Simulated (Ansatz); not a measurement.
A run of Ansatz 0.2.0 is set up as follows.

Contents of input.yaml:

```yaml
crystal:
  lattice:
    - [3.1835163552, 0.0, 0.0]
    - [-1.5917581776, 2.7570060369, 0.0]
    - [0.0, 0.0, 16.95057789]
  atoms:
    - { symbol: W, position: [0.0, 0.0, 0.0] }
    - { symbol: S, position: [0.3333333333, 0.6666666667, 0.09200051] }
    - { symbol: S, position: [0.3333333333, 0.6666666667, 0.90799949] }
hamiltonian:
  xc: pbe
  pseudopotentials: { kind: paw }
kpoints:
  mp_grid: { grid: [10, 10, 2] }
scf:
  occupations: { method: gaussian, width: 0.011 }
output:
  forces: true
  stress: true
  eigenvalues: true
```

Potentials or basis: Ansatz PAW.

Command:

```bash
$ ansatz run input.yaml --threads 2 --pin off --max-ram 5632MiB --backend cpu --events-out ev --progress --plain --runs-dir out
```

**Question.** Predict the largest force.

**Answer.** 0.259 eV/Å.

**Question.** Estimate the band gap on the k mesh.

**Answer.** 1.99 eV, indirect (least direct gap 2.15 eV).

Forces in eV/Å, atoms in the order of the input:
```
W    0.000  0.000  0.000
S    0.000  0.000  0.259
S    0.000  0.000 -0.259
```

Caveat: spin-orbit coupling is left out, which moves the levels of the heavy elements. As with any semilocal functional, this PBE gap is likely too small.
